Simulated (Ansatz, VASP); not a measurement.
# One calculation of Au, two programs

Contents of INCAR:

```
SYSTEM = Au
PREC = Accurate
ENCUT = 520
EDIFF = 1E-6
ISMEAR = -1
SIGMA = 0.03
LREAL = .False.
LASPH = .True.
NELM = 60
ALGO = Normal
ISIF = 2
LWAVE = .False.
LCHARG = .False.
GGA = PE
NBANDS = 18
```

Contents of KPOINTS:

```
Automatic mesh
0
Gamma
  14 14 8
  0 0 0
```

File POSCAR:

```
Au
1.0
    2.8419984422      0.0000000000      0.0000000000
   -1.4209992211      2.4612428485      0.0000000000
    0.0000000000      0.0000000000      4.8800000000
Au
2
Direct
    0.3333333333      0.6666666667      0.7500000000
    0.6666666667      0.3333333333      0.2500000000
```

Input for Ansatz:

```yaml
crystal:
  lattice:
    - [2.8419984422, 0.0, 0.0]
    - [-1.4209992211, 2.4612428485, 0.0]
    - [0.0, 0.0, 4.88]
  atoms:
    - { symbol: Au, position: [0.3333333333, 0.6666666667, 0.75] }
    - { symbol: Au, position: [0.6666666667, 0.3333333333, 0.25] }
kpoints:
  mp_grid: { grid: [14, 14, 8] }
  band_path:
    path:
      - [0.0, 0.0, 0.0]
      - [0.5, 0.0, 0.0]
      - [0.3333333333, 0.3333333333, 0.0]
      - [0.0, 0.0, 0.0]
      - [0.0, 0.0, 0.5]
      - [0.5, 0.0, 0.5]
      - [0.3333333333, 0.3333333333, 0.5]
      - [0.0, 0.0, 0.5]
      - [0.5, 0.0, 0.5]
    npoints: 5
scf:
  occupations: { method: fermi_dirac, width: 0.03 }
hamiltonian:
  xc: pbe
  pseudopotentials: { kind: all_electron, lapw: { basis_error: 0.0005 } }
output:
  forces: true
  stress: true
  eigenvalues: true
```

Change from the starting cell: equal xx and yy strain of -2 %.

Alike in both runs: task single point; functional PBE; k mesh 14 × 14 × 8; occupations fermi-dirac, width 0.03 eV; no spin polarisation.

|  | VASP | Ansatz |
| --- | --- | --- |
| version | VASP 6.6.1 | Ansatz 0.2.0 |
| potentials or method | VASP PAW PBE potentials, release 64 (Au) | all-electron LAPW, scalar-relativistic |
| plane-wave cutoff (eV) | 520 | see its input |

|  | VASP | Ansatz | Ansatz less VASP |
| --- | --- | --- | --- |
| pressure (GPa) | 8.6 | 8.9 | +0.26 |
| largest component of the traceless stress (GPa) | 1.44 | 1.41 | -0.024 |

Ansatz ran all-electron here, so the differences hold the error of VASP's frozen core and of both bases.

Spin-orbit coupling is left out, which matters for the levels of Au.
